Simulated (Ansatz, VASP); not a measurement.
**One calculation of AlN, two programs**

```xyz
8
Lattice="5.7786 0.0000 0.0000 0.0000 3.2036 0.0000 0.0000 0.0000 5.2281" Properties=species:S:1:pos:R:3 pbc="T T T"
Al    4.8315    2.4027    2.1184
Al    3.8365    0.8009    4.7325
Al    1.9422    2.4027    0.4956
Al    0.9471    0.8009    3.1096
N     4.7536    0.8009    3.1320
N     3.9143    2.4027    0.5180
N     1.8643    0.8009    4.7101
N     1.0250    2.4027    2.0960
```

Alike in both runs: functional PBE; k mesh 4 × 8 × 6; occupations gaussian, width 0.02 eV; no spin polarisation.

Ansatz relaxed the structure, and its values are those at the end. VASP's run is a single point on that final structure, the one shown.

|  | VASP | Ansatz |
| --- | --- | --- |
| version | VASP 6.6.1 | Ansatz 0.2.0 |
| potentials or method | VASP PAW PBE potentials, release 64 (Al, N) | scalar-relativistic, plane waves, PAW |
| plane-wave cutoff (eV) | 520 | 420 |
| valence electrons in the cell | 32 | 32 |

```tsv
	VASP	Ansatz	Ansatz less VASP
gap on the k mesh at the Fermi level (eV)	3.47	3.46	-0.006
least direct gap on the mesh (eV)	3.47	3.46	-0.006
pressure (GPa)	-0.2	0.0	+0.24
```

A k mesh can miss the band edges.
